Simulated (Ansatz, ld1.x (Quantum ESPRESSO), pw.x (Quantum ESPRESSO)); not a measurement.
# Equation-of-state test of one TM potential (P)

ld1.x (Quantum ESPRESSO) 7.5 input, shortened:

```
&input
   title='P', zed=15., rel=1, dft='PBE', iswitch=3,
   config='[Ne] 3s2 3p3 3d-2'
 /
 &inputp
   pseudotype=2, tm=.true., lloc=-1, rcloc=1.60,
   nlcc=.false.
 /
3
3S  1  0   2.00   0.00  1.60  1.60  0.0
3P  2  1   3.00   0.00  1.50  1.50  0.0
3D  3  2  -2.00   0.35  1.70  1.70  0.0
 &test
   configts(1)='3s2 3p3'
 /
```

Crystal test: bcc P in pw.x 7.5, no spin, 15³ k-points, Fermi–Dirac smearing 0.01 Ry, cutoffs 60/240 Ry. The reference is all-electron LAPW (Ansatz 0.2.0) with the same functional, mesh and smearing; V0 and B0 come from Birch–Murnaghan fits to the pressures at five volumes. Errors are pseudo minus all-electron; Δ is the rms difference of the E(V) curves that follow from these fits, minima aligned, over ±6 % about the mean V0. Mesh and smearing are coarse, so the numbers serve the comparison and aren't converged zero-temperature values; the lattice is a test structure that the element need not adopt.

```csv
V (Å³/atom),P all-electron (GPa),P pseudo (GPa)
13.593,4.70,4.37
13.950,1.90,1.58
14.308,-0.58,-0.89
14.666,-2.78,-3.08
15.023,-4.74,-5.03
```

All-electron: a0 = 3.052 Å (V0 = 14.22 Å³/atom), B0 = 95.6 GPa.

Pseudopotential: mean pressure error (GPa): -0.31; a0 (Å): 3.049; a0 error (%): -0.11; B0 error (%): +0.8; Δ (meV/atom): 1.0.

**Question.** At the middle volume, how do free energy and pressure move when the wave cutoff is lowered (ecutrho kept at four times it)?

**Answer.**

| cutoff (Ry) | shift of F (meV/atom) | shift of P (GPa) |
| --- | --- | --- |
| 27 | +121.0 | -0.58 |
| 36 | +62.1 | -1.87 |
| 48 | +7.0 | -0.67 |

Input at the middle volume:

```
&control
  calculation='scf', prefix='x', pseudo_dir='./', outdir='./tmp', tstress=.true., disk_io='none'
/
&system
  ibrav=0, nat=1, ntyp=1, ecutwfc=60, ecutrho=240, nbnd=9,
  occupations='smearing', smearing='fd', degauss=0.01
/
&electrons
  conv_thr=1e-09, mixing_beta=0.4, electron_maxstep=70
/
ATOMIC_SPECIES
P 1.0 P.UPF
CELL_PARAMETERS angstrom
  -1.52934798 1.52934798 1.52934798
  1.52934798 -1.52934798 1.52934798
  1.52934798 1.52934798 -1.52934798
ATOMIC_POSITIONS crystal
P 0.0000 0.0000 0.0000
K_POINTS automatic
15 15 15 0 0 0
```

```bash
pw.x < P.scf.in > P.scf.out
```

Lines of the output:

```
Message from routine setup:
     using ibrav=0 with symmetry is DISCOURAGED, use correct ibrav instead
     lattice parameter (alat)  =       5.0057  a.u.
     unit-cell volume          =      96.5552 (a.u.)^3
     number of electrons       =         5.00
     number of Kohn-Sham states=            9
     kinetic-energy cutoff     =      60.0000  Ry
     charge density cutoff     =     240.0000  Ry
     scf convergence threshold =      1.0E-09
     Exchange-correlation= PBE
     number of k points=   120  Fermi-Dirac smearing, width (Ry)=  0.0100
     iteration #  1     ecut=    60.00 Ry     beta= 0.40
     total energy              =     -13.14892441 Ry
     estimated scf accuracy    <       0.00206427 Ry
     iteration #  2     ecut=    60.00 Ry     beta= 0.40
     total energy              =     -13.14889696 Ry
     estimated scf accuracy    <       0.00063521 Ry
     iteration #  3     ecut=    60.00 Ry     beta= 0.40
     total energy              =     -13.14893020 Ry
     estimated scf accuracy    <       0.00000842 Ry
     iteration #  4     ecut=    60.00 Ry     beta= 0.40
     total energy              =     -13.14893081 Ry
     estimated scf accuracy    <       0.00000001 Ry
     iteration #  5     ecut=    60.00 Ry     beta= 0.40
     total energy              =     -13.14893085 Ry
     estimated scf accuracy    <          1.3E-09 Ry
     iteration #  6     ecut=    60.00 Ry     beta= 0.40
     total energy              =     -13.14893085 Ry
     estimated scf accuracy    <          1.5E-09 Ry
     iteration #  7     ecut=    60.00 Ry     beta= 0.40
     the Fermi energy is    11.2434 ev
!    total energy              =     -13.14893085 Ry
     estimated scf accuracy    <          5.9E-11 Ry
     smearing contrib. (-TS)   =      -0.00214922 Ry
     The total energy is F=E-TS. E is the sum of the following terms:
     one-electron contribution =       5.75107855 Ry
     hartree contribution      =       0.21035877 Ry
     xc contribution           =      -3.36785581 Ry
     ewald contribution        =     -15.74036315 Ry
     convergence has been achieved in   7 iterations
          total   stress  (Ry/bohr**3)                   (kbar)     P=       -8.87
     Message from routine punch:
     Nothing written, as per user request (disk_io='none')
```

The run at the middle volume (120 k-points, 7 iterations) took about 6 s on one core of a shared host (Neoverse-V2, 96 threads, 742 GiB, load 42).
